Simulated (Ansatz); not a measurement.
Skutterudite CoSb3 was calculated with r²SCAN+rVV10 (Ansatz, a first-principles code, plane waves, PAW).

Total energies, extrapolated to zero smearing (they compare only within this program, potentials and cutoff):

Magnetic elements are taken in their magnetic phases.

| system | energy (eV/atom) |
|---|---|
| skutterudite CoSb3, relaxed | -6155.6912 |
| hcp Co | -5130.6148 |
| rhombohedral A7 Sb | -6497.1719 |

Task: Work out the enthalpy of formation per atom.

Result: ΔH_f ≈ ΔE = -6155.6912 − [1 × (-5130.6148) + 3 × (-6497.1719)]/4 = -0.159 eV/atom (0 K, no vibrations). The reference value is -0.17 eV/atom (measured, 298 K, not corrected to a static lattice; as tabulated in Zhang et al. (2018), doi:10.1038/s41524-018-0065-z), a difference of +0.011 eV/atom.

Spin–orbit coupling is left out; its size isn't shown.

The PAW data were made under PBE.
